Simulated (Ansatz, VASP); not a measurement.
# Two plane-wave programs on Sc

```
Sc
1.0
    -1.86282    1.86282    1.86282
     1.86282   -1.86282    1.86282
     1.86282    1.86282   -1.86282
Sc
1
Direct
  0.00000 0.00000 0.00000
```

Alike in both runs: task single point; functional PBEsol; k mesh 14 × 14 × 14; occupations fermi-dirac, width 0.1 eV; no spin polarisation.

```csv
,VASP,Ansatz
version,VASP 6.6.1,Ansatz 0.2.0
potentials or method,"VASP PAW PBE potentials, release 64 (Sc_sv)","plane waves (420 eV) with PAW, scalar-relativistic"
plane-wave cutoff (eV),520,420
valence electrons in the cell,11,11
```

|  | VASP | Ansatz | Ansatz less VASP |
| --- | --- | --- | --- |
| pressure (GPa) | -3.7 | -3.7 | 0.00 |

With one functional, cell and mesh, what is left measures potentials, basis and numerics. Ansatz warned: «pseudo_functional_mismatch».

Caveats: the PAW data sets were made with another functional, which shifts forces and pressure a little (VASP).
